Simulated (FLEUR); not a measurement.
Here is a FLEUR MaX-R8.1 (later development tree) calculation.

inp.xml

```xml
<?xml version="1.0" encoding="UTF-8" standalone="no"?>
<fleurInput fleurInputVersion="0.39">
   <comment>
      Bi2Se3                                                                                              
   </comment>
   <calculationSetup>
      <cutoffs Kmax="4.28" Gmax="13.3" GmaxXC="13.3" numbands="0"/>
      <scfLoop itmax="60" minDistance="0.00001" maxIterBroyd="15" imix="Anderson" alpha="0.05" precondParam="0.0" spinf="2.0" sdNocoIR="T"/>
      <coreElectrons ctail="T" frcor="F" kcrel="0" coretail_lmax="0"/>
      <xcFunctional name="bh" relativisticCorrections="F"/>
      <magnetism jspins="1"/>
      <soc l_soc="F" theta="0.0" phi="0.0" spav="F"/>
      <expertModes spex="0" secvar="F"/>
      <geometryOptimization l_f="F" forcealpha="1.0" forcemix="BFGS" epsdisp="0.00001" epsforce="0.00001"/>
      <ldaU l_linMix="F" mixParam="0.05" spinf="1.0"/>
   </calculationSetup>
   <cell>
      <bzIntegration valenceElectrons="90.0" mode="hist" fermiSmearingEnergy="0.00183747">
         <kPointListSelection listName="default-1"/>
         <!-- k-points included here -->
         <xi:include xmlns:xi="http://www.w3.org/2001/XInclude" href="kpts.xml"> </xi:include>
      </bzIntegration>
      <!-- symmetry operations included here -->
      <xi:include xmlns:xi="http://www.w3.org/2001/XInclude" href="sym.xml"> </xi:include>
      <bulkLattice scale="1.0">
         <bravaisMatrix>
            <row-1>    3.9145676671088996     2.2600766963166103    18.0380657679522081</row-1>
            <row-2>   -3.9145676671088996     2.2600766963166103    18.0380657679522081</row-2>
            <row-3>    0.0000000000000000    -4.5201533928221931    18.0380657679522081</row-3>
         </bravaisMatrix>
      </bulkLattice>
   </cell>
   <atomSpecies>
      <species name="Bismuth (Bi)" element="Bi" atomicNumber="83">
         <mtSphere radius="2.66" gridPoints="879" logIncrement="0.015"/>
         <atomicCutoffs lmax="11" lnonsphr="8"/>
         <electronConfig flipSpins="F">
            <coreConfig>(1s1/2) (2s1/2) (2p1/2) (2p3/2) (3s1/2) (3p1/2) (3p3/2) (4s1/2) (3d3/2) (3d5/2) (4p1/2) (4p3/2) (5s1/2) (4d3/2) (4d5/2) (4f5/2) (4f7/2)</coreConfig>
            <valenceConfig>(5p1/2) (5p3/2) (6s1/2) (5d3/2) (5d5/2) (6p1/2) (6p3/2)</valenceConfig>
            <stateOccupation state="(6p1/2)" spinUp="0.500000" spinDown="0.500000"/>
            <stateOccupation state="(6p3/2)" spinUp="1.000000" spinDown="1.000000"/>
         </electronConfig>
         <energyParameters s="6" p="6" d="5" f="5"/>
         <lo type="SCLO" l="1" n="5" eDeriv="0"/>
         <lo type="SCLO" l="1" n="5" eDeriv="1"/>
         <lo type="SCLO" l="0" n="6" eDeriv="2"/>
         <lo type="SCLO" l="2" n="5" eDeriv="2"/>
         <lo type="SCLO" l="3" n="5" eDeriv="2"/>
      </species>
      <species name="Selenium (Se)" element="Se" atomicNumber="34">
         <mtSphere radius="2.29" gridPoints="757" logIncrement="0.016"/>
         <atomicCutoffs lmax="9" lnonsphr="7"/>
         <electronConfig flipSpins="F">
            <coreConfig>(1s1/2) (2s1/2) (2p1/2) (2p3/2) (3s1/2) (3p1/2) (3p3/2)</coreConfig>
            <valenceConfig>(3d3/2) (3d5/2) (4s1/2) (4p1/2) (4p3/2)</valenceConfig>
            <stateOccupation state="(4p1/2)" spinUp="0.666667" spinDown="0.666667"/>
            <stateOccupation state="(4p3/2)" spinUp="1.333333" spinDown="1.333333"/>
         </electronConfig>
         <energyParameters s="4" p="4" d="4" f="4"/>
         <lo type="SCLO" l="2" n="3" eDeriv="0"/>
         <lo type="SCLO" l="0" n="4" eDeriv="2"/>
         <lo type="SCLO" l="1" n="4" eDeriv="2"/>
         <lo type="SCLO" l="3" n="4" eDeriv="2"/>
      </species>
   </atomSpecies>
   <atomGroups>
      <atomGroup species="Bismuth (Bi)">
         <relPos label="                   1">-.4008000000 -.4008000000 -.4008000000</relPos>
         <relPos label="                   2">.4008000000 .4008000000 .4008000000</relPos>
         <force calculate="T" relaxXYZ="TTT"/>
      </atomGroup>
      <atomGroup species="Selenium (Se)">
         <relPos label="                   3">-.2117000000 -.2117000000 -.2117000000</relPos>
         <relPos label="                   4">.2117000000 .2117000000 .2117000000</relPos>
         <force calculate="T" relaxXYZ="TTT"/>
      </atomGroup>
      <atomGroup species="Selenium (Se)">
         <relPos label="                   5">.0000000000 .0000000000 .0000000000</relPos>
         <force calculate="T" relaxXYZ="TTT"/>
      </atomGroup>
   </atomGroups>
   <output dos="F" band="F" slice="F">
      <checks vchk="F" cdinf="F"/>
      <bandDOS minEnergy="-.5*Htr" maxEnergy="0.5*Htr" sigma="0.015" storeEVData="T"/>
      <vacuumDOS vacdos="F" integ="F" star="F" nstars="0" locx1="0.0" locy1="0.0" locx2="0.0" locy2="0.0" nstm="0" tworkf="0.0"/>
      <unfoldingBand unfoldBand="F" supercellX="1" supercellY="1" supercellZ="1"/>
      <plotting iplot="0" polar="F">
         <plot TwoD="T" vec1="  1.0  0.0  0.0" vec2="  0.0  1.0  0.0" vec3="  0.0  0.0  1.0" zero="  0.0  0.0  0.0" file="plot"/>
      </plotting>
      <chargeDensitySlicing numkpt="0" minEigenval="0.0" maxEigenval="0.0" nnne="0" pallst="F"/>
      <specialOutput eonly="F"/>
      <moessbauerParams electricFieldGradient="T" isomerShift="T" coreHyperfine="T" valenceHyperfine="T"/>
      <magneticCircularDichroism mcd="F" energyLo="-10.0" energyUp="0.0"/>
   </output>
  <!-- We include the file relax.xml here to enable relaxations (see documentation) -->
  <xi:include xmlns:xi="http://www.w3.org/2001/XInclude" href="relax.xml"> <xi:fallback/> </xi:include>
</fleurInput>
```

Contents of crystal.txt:

```
Bi2Se3
&input cartesian=F /
2.0715000000  1.1959810826  9.5453333333
-2.0715000000  1.1959810826  9.5453333333
0.0000000000  -2.3919621653  9.5453333333
1.8897261246
1.0 1.0 1.0

5
83 0.5992000000  0.5992000000  0.5992000000
83 0.4008000000  0.4008000000  0.4008000000
34 0.7883000000  0.7883000000  0.7883000000
34 0.2117000000  0.2117000000  0.2117000000
34 0.0000000000  0.0000000000  0.0000000000

&kpt div1=8 div2=8 div3=8 gamma=T /
```

File inp.xml (bands):

```
<?xml version="1.0" encoding="UTF-8" standalone="no"?>
<fleurInput fleurInputVersion="0.39">
   <comment>
      Bi2Se3                                                                                              
   </comment>
   <calculationSetup>
      <cutoffs Kmax="4.28" Gmax="13.3" GmaxXC="13.3" numbands="0"/>
      <scfLoop itmax="60" minDistance="0.00001" maxIterBroyd="15" imix="Anderson" alpha="0.05" precondParam="0.0" spinf="2.0" sdNocoIR="T"/>
      <coreElectrons ctail="T" frcor="F" kcrel="0" coretail_lmax="0"/>
      <xcFunctional name="bh" relativisticCorrections="F"/>
      <magnetism jspins="1"/>
      <soc l_soc="F" theta="0.0" phi="0.0" spav="F"/>
      <expertModes spex="0" secvar="F"/>
      <geometryOptimization l_f="F" forcealpha="1.0" forcemix="BFGS" epsdisp="0.00001" epsforce="0.00001"/>
      <ldaU l_linMix="F" mixParam="0.05" spinf="1.0"/>
   </calculationSetup>
   <cell>
      <bzIntegration valenceElectrons="90.0" mode="hist" fermiSmearingEnergy="0.00183747">
         <kPointListSelection listName="path-1"/>
         <!-- k-points included here -->
         <xi:include xmlns:xi="http://www.w3.org/2001/XInclude" href="kpts.xml"> </xi:include>
      </bzIntegration>
      <!-- symmetry operations included here -->
      <xi:include xmlns:xi="http://www.w3.org/2001/XInclude" href="sym.xml"> </xi:include>
      <bulkLattice scale="1.0">
         <bravaisMatrix>
            <row-1>    3.9145676671088996     2.2600766963166103    18.0380657679522081</row-1>
            <row-2>   -3.9145676671088996     2.2600766963166103    18.0380657679522081</row-2>
            <row-3>    0.0000000000000000    -4.5201533928221931    18.0380657679522081</row-3>
         </bravaisMatrix>
      </bulkLattice>
   </cell>
   <atomSpecies>
      <species name="Bismuth (Bi)" element="Bi" atomicNumber="83">
         <mtSphere radius="2.66" gridPoints="879" logIncrement="0.015"/>
         <atomicCutoffs lmax="11" lnonsphr="8"/>
         <electronConfig flipSpins="F">
            <coreConfig>(1s1/2) (2s1/2) (2p1/2) (2p3/2) (3s1/2) (3p1/2) (3p3/2) (4s1/2) (3d3/2) (3d5/2) (4p1/2) (4p3/2) (5s1/2) (4d3/2) (4d5/2) (4f5/2) (4f7/2)</coreConfig>
            <valenceConfig>(5p1/2) (5p3/2) (6s1/2) (5d3/2) (5d5/2) (6p1/2) (6p3/2)</valenceConfig>
            <stateOccupation state="(6p1/2)" spinUp="0.500000" spinDown="0.500000"/>
            <stateOccupation state="(6p3/2)" spinUp="1.000000" spinDown="1.000000"/>
         </electronConfig>
         <energyParameters s="6" p="6" d="5" f="5"/>
         <lo type="SCLO" l="1" n="5" eDeriv="0"/>
         <lo type="SCLO" l="1" n="5" eDeriv="1"/>
         <lo type="SCLO" l="0" n="6" eDeriv="2"/>
         <lo type="SCLO" l="2" n="5" eDeriv="2"/>
         <lo type="SCLO" l="3" n="5" eDeriv="2"/>
      </species>
      <species name="Selenium (Se)" element="Se" atomicNumber="34">
         <mtSphere radius="2.29" gridPoints="757" logIncrement="0.016"/>
         <atomicCutoffs lmax="9" lnonsphr="7"/>
         <electronConfig flipSpins="F">
            <coreConfig>(1s1/2) (2s1/2) (2p1/2) (2p3/2) (3s1/2) (3p1/2) (3p3/2)</coreConfig>
            <valenceConfig>(3d3/2) (3d5/2) (4s1/2) (4p1/2) (4p3/2)</valenceConfig>
            <stateOccupation state="(4p1/2)" spinUp="0.666667" spinDown="0.666667"/>
            <stateOccupation state="(4p3/2)" spinUp="1.333333" spinDown="1.333333"/>
         </electronConfig>
         <energyParameters s="4" p="4" d="4" f="4"/>
         <lo type="SCLO" l="2" n="3" eDeriv="0"/>
         <lo type="SCLO" l="0" n="4" eDeriv="2"/>
         <lo type="SCLO" l="1" n="4" eDeriv="2"/>
         <lo type="SCLO" l="3" n="4" eDeriv="2"/>
      </species>
   </atomSpecies>
   <atomGroups>
      <atomGroup species="Bismuth (Bi)">
         <relPos label="                   1">-.4008000000 -.4008000000 -.4008000000</relPos>
         <relPos label="                   2">.4008000000 .4008000000 .4008000000</relPos>
         <force calculate="T" relaxXYZ="TTT"/>
      </atomGroup>
      <atomGroup species="Selenium (Se)">
         <relPos label="                   3">-.2117000000 -.2117000000 -.2117000000</relPos>
         <relPos label="                   4">.2117000000 .2117000000 .2117000000</relPos>
         <force calculate="T" relaxXYZ="TTT"/>
      </atomGroup>
      <atomGroup species="Selenium (Se)">
         <relPos label="                   5">.0000000000 .0000000000 .0000000000</relPos>
         <force calculate="T" relaxXYZ="TTT"/>
      </atomGroup>
   </atomGroups>
   <output dos="F" band="T" slice="F">
      <checks vchk="F" cdinf="F"/>
      <bandDOS minEnergy="-.5*Htr" maxEnergy="0.5*Htr" sigma="0.015" storeEVData="T"/>
      <vacuumDOS vacdos="F" integ="F" star="F" nstars="0" locx1="0.0" locy1="0.0" locx2="0.0" locy2="0.0" nstm="0" tworkf="0.0"/>
      <unfoldingBand unfoldBand="F" supercellX="1" supercellY="1" supercellZ="1"/>
      <plotting iplot="0" polar="F">
         <plot TwoD="T" vec1="  1.0  0.0  0.0" vec2="  0.0  1.0  0.0" vec3="  0.0  0.0  1.0" zero="  0.0  0.0  0.0" file="plot"/>
      </plotting>
      <chargeDensitySlicing numkpt="0" minEigenval="0.0" maxEigenval="0.0" nnne="0" pallst="F"/>
      <specialOutput eonly="F"/>
      <moessbauerParams electricFieldGradient="T" isomerShift="T" coreHyperfine="T" valenceHyperfine="T"/>
      <magneticCircularDichroism mcd="F" energyLo="-10.0" energyUp="0.0"/>
   </output>
  <!-- We include the file relax.xml here to enable relaxations (see documentation) -->
  <xi:include xmlns:xi="http://www.w3.org/2001/XInclude" href="relax.xml"> <xi:fallback/> </xi:include>
</fleurInput>
```

Potentials or basis: all-electron, FLAPW.

Run with:

```console
$ inpgen -f crystal.txt -profile fastHighL
$ # inp.xml edited to the form shown
$ fleur_MPI
$ fleur_MPI   # second run, on inp.xml (bands)
```

(1) Estimate the band gap along the path.

(2) Predict the band gap on the k mesh.

Answers

(1) 0.10 eV, direct.

(2) 0.10 eV, direct.

Caveat: spin-orbit coupling is left out, which as a rule narrows the gap of such compounds by several tenths of an eV.
